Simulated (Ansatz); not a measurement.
**BeSe: the crystal squeezed far**

The task here is to estimate one member of a computed series from the others.

Method: DFT PBEsol, with the methods named in each step, in Ansatz 0.2.0.

### Starting point

Symmetry: F-43m, No. 216, cubic system. The conventional cell has a = 5.119 Å, b = 5.119 Å, c = 5.119 Å, α = 90.00°, β = 90.00°, γ = 90.00°. Be (site symmetry -43m) has 4 Se at 2.22 Å as nearest neighbours. Se (site symmetry -43m) is surrounded by 4 Be at 2.22 Å.

Structure file:

```
Be Se
1.0
     0.00000    2.55929    2.55929
     2.55929    0.00000    2.55929
     2.55929    2.55929    0.00000
Be Se
1 1
Direct
  0.00000 0.00000 0.00000
  0.25000 0.25000 0.25000
```

Whether this phase is the stable one at these pressures isn't tested.

Atoms are numbered in the order of the input: Be1, Se2.

The first run:

Contents of input.yaml:

```yaml
crystal:
  lattice:
    - [0.0, 2.5592928375, 2.5592928375]
    - [2.5592928375, 0.0, 2.5592928375]
    - [2.5592928375, 2.5592928375, 0.0]
  atoms:
    - { symbol: Be, position: [0.0, 0.0, 0.0] }
    - { symbol: Se, position: [0.25, 0.25, 0.25] }
kpoints:
  mp_grid: { grid: [14, 14, 14] }
scf:
  occupations: { method: fermi_dirac, width: 0.1 }
hamiltonian:
  xc: pbesol
  pseudopotentials: { kind: paw }
output:
  forces: true
  stress: true
relax:
  f_tol: 0.005
  max_steps: 40
  cell: {}
```

The run is started by

```console
$ ansatz run input.yaml --threads 1 --pin off --max-ram 2048MiB --backend cpu --events-out ev --progress --plain --runs-dir out
```

Among the steps run: Cell relaxed at zero pressure, PAW; Volume scaled by 1, PAW; Volume scaled by 0.88, PAW; Volume scaled by 0.78, PAW; Volume scaled by 0.68, PAW; Volume scaled by 0.58, PAW; Volume scaled by 0.5, PAW; Volume scaled by 0.43, PAW; Volume scaled by 0.43, PAW (level accurate).

One of the session's tables, all rows but one given; the rest of the session is left out.

```
              method  volume over the first  volume (Å³/atom)  pressure (GPa)
                 PAW                      1            16.864            0.00
                 PAW                   0.88            14.840           13.02
                 PAW                   0.78            13.154           31.88
                 PAW                   0.68            11.468           64.26
                 PAW                   0.58             9.781          122.48
                 PAW                    0.5             8.432          205.57
                 PAW                   0.43             7.252          330.80
PAW (level accurate)                   0.43                 ?               ?
```

Q: Estimate the row for PAW (level accurate), 0.43 from the others.

As computed: volume (Å³/atom): 7.252; pressure (GPa): 331.17.

To keep in mind: Warnings in the runs' records: written density without core change.
